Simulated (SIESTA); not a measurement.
CdF2 under changes of volume

One of the cells (13.295 Å³/atom); the others are scaled copies at fixed shape and fractional positions:

```
Cd F
1.0
     0.00000    2.71184    2.71184
     2.71184    0.00000    2.71184
     2.71184    2.71184    0.00000
Cd F
1 2
Direct
  0.00000 0.00000 0.00000
  0.75000 0.75000 0.75000
  0.25000 0.25000 0.25000
```

```yaml
Program: SIESTA 5.4.2
Functional: PBEsol
Potentials_or_basis: PseudoDojo 0.4 standard (PBEsol files)
Basis: DZP (energy shift 0.003 Ry; two zetas on semicore shells)
Grid_cutoff: 800 Ry
Energy_shift: 0.003 Ry
k_mesh: 9 × 9 × 9
Occupations: fermi-dirac, width 0.05 eV
Spin: no spin polarisation
```

| volume (Å³/atom) | energy over the lowest point (meV/atom) | pressure (GPa) | gap on the mesh (eV) |
| --- | --- | --- | --- |
| 12.253 | 17.89 | 8.5 | 3.20 |
| 12.513 | 6.54 | 5.5 | 3.13 |
| 12.774 | 0.31 | 2.3 | 3.06 |
| 13.295 | 0.00 | -2.0 | 2.93 |
| 13.556 | 4.92 | -4.0 | 2.86 |
| 13.817 | ? | ? | ? |

Question: What does the run at 13.817 Å³/atom give?

Answer: Energy over the lowest point 12.83 meV/atom; pressure -5.7 GPa; gap on the mesh 2.80 eV.

Worked out: A Birch-Murnaghan fit of order 3 (a polynomial in V^(-2/3)) to the other rows has its minimum at 13.04 Å³/atom with B0 = V·E''(V) = 113 GPa and B' = 6.8. It gives 12.49 meV/atom at 13.817 Å³/atom, against the run's 12.83, and -dE/dV = -5.4 GPa, against -5.7. A straight line through the other rows of the gap, of slope -3.35 eV per unit of ln V, extrapolates to 2.80 eV, against the run's 2.80.

Energies are extrapolated to zero smearing.

Caveats: an odd mesh through Γ misses points on the zone boundary, where band edges often lie; the basis of atomic orbitals isn't converged, which shifts pressures, moduli and gaps. Spin-orbit coupling on Cd is left out.
